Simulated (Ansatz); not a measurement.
Crystal: TiSe.

```
Se Ti
1.0
     3.55900    0.00000    0.00000
    -1.77950    3.08218    0.00000
     0.00000    0.00000    6.22000
Se Ti
2 2
Cartesian
  1.7795 1.0274 4.6650
  0.0000 2.0548 1.5550
  0.0000 0.0000 3.1100
  0.0000 0.0000 0.0000
```

Base run:

| Item | Value |
| --- | --- |
| Program | Ansatz 0.2.0 |
| Functional | r2SCAN |
| Potentials or basis | Ansatz PAW |
| Cutoff | 500 eV |
| Density cutoff | 2000 eV |
| k mesh | 9 × 9 × 5 |
| Occupations | fermi-dirac, width 0.05 eV |
| Spin | no spin polarisation |

Its results: band gap on the k mesh none (metal or under the smearing width); pressure 3.8 GPa.

Task: The run is repeated on the same cell with these changes: functional from r2SCAN to BLYP; cutoff from 500 eV to 420 eV; density cutoff from 2000 eV to 1680 eV. What comes out?

Result: Band gap on the k mesh none (metal or under the smearing width); pressure 11.3 GPa.

Caveats: the PAW data sets come from PBE, with cores solved anew for the run's functional, which leaves a small shift of forces and pressure; the potentials were made for another functional, which shifts forces and pressure (some runs).

Not every run made on this cell is shown here.
